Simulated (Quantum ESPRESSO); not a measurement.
**Ir: phonon spectrum and thermodynamics under several settings**

```
Ir
1.0
     0.00000    1.91560    1.91560
     1.91560    0.00000    1.91560
     1.91560    1.91560    0.00000
Ir
1
Direct
  0.00000 0.00000 0.00000
```

All runs used Quantum ESPRESSO 7.5; relaxed cell; no spin polarisation; occupations cold, width 0.2 eV; q mesh 2 × 2 × 2.

```tsv
level	potentials	k mesh (s: shifted)	cutoff (eV)	volume (Å³/atom)	pressure (GPa)	highest frequency (cm⁻¹)	zero-point energy (meV/atom)	entropy at room temperature (k_B/atom)
LDA	PseudoDojo 0.4.1 SR LDA standard	10 × 10 × 10	762	13.78	-0.2	211	27.4	4.19
PBEsol	PseudoDojo 0.4.1 SR PBE standard	10 × 10 × 10	925	14.05	0.0	205	26.8	4.26
LDA	PseudoDojo 0.4.1 SR LDA standard	12 × 12 × 12	762	?	-0.2	?	?	?
PBEsol	PseudoDojo 0.4.1 SR PBE standard	12 × 12 × 12	925	14.03	0.0	205	27.4	4.20
```

Question: What stands in the row left open?

Answer: Volume 13.76 Å³/atom; highest frequency 211 cm⁻¹; zero-point energy 28.0 meV/atom; entropy at room temperature 4.13 k_B/atom.

Caveats: the mesh is thin for the phonons of a metal (some runs); the potentials were made for another functional, which shifts forces and pressure (some runs).

For the row left open. Caveat: the q mesh is small, so phonon branches between its points and thermal values are rough.
